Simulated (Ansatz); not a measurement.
Crystal: Co.

```xyz
1
Lattice="-1.4146 1.3929 1.3922 1.4430 -1.3751 1.4028 1.4113 1.3718 -1.3744" Properties=species:S:1:pos:R:3 pbc="T T T"
Co    0.0000    0.0000    0.0000
```

This isn't the form of Co at room conditions, which is hcp.

The cell isn't the ideal one: cell sheared at random, sigma 0.01, atoms nudged by 0.01 Å.

Alike in all runs: program Ansatz 0.2.0; functional PBE; potentials or basis Ansatz PAW; cutoff 420 eV (not typed: the program's choice for these potentials); k mesh 11 × 11 × 11; occupations fermi-dirac, width 0.05 eV.

Task: Only the start or the spin constraint differs. Which run ends lowest in energy?
A. collinear spin, program default start; fixed moment 0
B. collinear spin, ferromagnetic start of up to 0.5 μB; fixed moment 0.5
C. collinear spin, ferromagnetic start of up to 1.5 μB; fixed moment 1.5
D. collinear spin, ferromagnetic start of up to 2 μB; fixed moment 2
E. collinear spin, ferromagnetic start of up to 1 μB; fixed moment 1
F. collinear spin, ferromagnetic start of up to 2.5 μB; fixed moment 2.5

Result: C.

```tsv
start	free energy over the lowest (meV/atom)	net moment (μB)	site or absolute moments (μB)	gap
collinear spin, ferromagnetic start of up to 3 μB; fixed moment 3	1566.3	3.00	Co +2.78	-
collinear spin, ferromagnetic start of up to 1.5 μB; fixed moment 1.5	0.0	1.50	Co +1.57	-
collinear spin, ferromagnetic start of up to 2.5 μB; fixed moment 2.5	442.1	2.50	Co +2.42	-
collinear spin, ferromagnetic start of up to 4 μB; fixed moment 4	5680.3	4.00	Co +3.45	-
collinear spin, ferromagnetic start of up to 2 μB; fixed moment 2	6.3	2.00	Co +2.03	-
collinear spin, ferromagnetic start of up to 0.5 μB; fixed moment 0.5	260.9	0.50	Co +0.54	-
collinear spin, ferromagnetic start of up to 1 μB; fixed moment 1	146.0	1.00	Co +1.06	-
collinear spin, program default start; fixed moment 0	323.9	0.00	-	-
```

All polarised runs hold their moment fixed, so the table maps the energy against it. A still lower state may exist.

Caveats: the total moment is fixed, so each spin has its own Fermi level.
